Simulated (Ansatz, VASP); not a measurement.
# One calculation of InSe, two programs

The input INCAR:

```
SYSTEM = InSe
PREC = Accurate
ENCUT = 520
EDIFF = 1E-7
ISMEAR = -1
SIGMA = 0.05
LREAL = .False.
LASPH = .True.
NELM = 100
ALGO = Normal
ISIF = 2
LWAVE = .False.
LCHARG = .False.
GGA = PE
NBANDS = 27
```

KPOINTS

```
Automatic mesh
0
Gamma
  8 8 8
  0 0 0
```

Contents of POSCAR:

```
InSe
1.0
    2.0132454191      1.1623477847      8.4958956687
   -2.0132454191      1.1623477847      8.4958956687
    0.0000000000     -2.3246955694      8.4958956687
In Se
2 2
Direct
    0.8886000000      0.8886000000      0.8886000000
    0.0000000000      0.0000000000      0.0000000000
    0.1719000000      0.1719000000      0.1719000000
    0.3835000000      0.3835000000      0.3835000000
```

input.yaml

```yaml
crystal:
  lattice:
    - [2.0132454191, 1.1623477847, 8.4958956687]
    - [-2.0132454191, 1.1623477847, 8.4958956687]
    - [0.0, -2.3246955694, 8.4958956687]
  atoms:
    - { symbol: In, position: [0.8886, 0.8886, 0.8886] }
    - { symbol: In, position: [0.0, 0.0, 0.0] }
    - { symbol: Se, position: [0.1719, 0.1719, 0.1719] }
    - { symbol: Se, position: [0.3835, 0.3835, 0.3835] }
hamiltonian:
  xc: pbe
  pseudopotentials: { kind: paw }
kpoints:
  mp_grid: { grid: [8, 8, 8] }
scf:
  occupations: { method: fermi_dirac, width: 0.05 }
output:
  forces: true
  stress: true
  eigenvalues: true
  write_density: true
  write_potential: true
  elf: true
  volumetric_format: npy
```

Change from the starting cell: volume scaled by 1.02.

Alike in both runs: task single point; functional PBE; k mesh 8 × 8 × 8; occupations fermi-dirac, width 0.05 eV; no spin polarisation.

|  | VASP | Ansatz |
| --- | --- | --- |
| version | VASP 6.6.1 | Ansatz 0.2.0 |
| potentials or method | VASP PAW PBE potentials, release 64 (In_d, Se) | Ansatz PAW |
| plane-wave cutoff (eV) | 520 | 420 |
| valence electrons in the cell | 38 | 58 |

|  | VASP | Ansatz | Ansatz less VASP |
| --- | --- | --- | --- |
| gap on the k mesh at the Fermi level (eV) | 0.38 | 0.39 | +0.013 |
| least direct gap on the mesh (eV) | 0.38 | 0.39 | +0.013 |
| pressure (GPa) | 1.7 | 1.7 | -0.04 |
| largest component of the traceless stress (GPa) | 0.72 | 0.72 | -0.002 |
| rms of the force components (eV/Å) | 0.128 | 0.120 | -0.0077 |

Atom by atom the forces differ by 0.008 eV/Å (rms over components). The functional is the same, so the differences come from potentials, cutoffs and numerics. The two sets of potentials don't hold the same shells in valence.

Caveats: spin-orbit coupling is left out, which moves the levels of the heavy elements. A k mesh can miss the band edges.
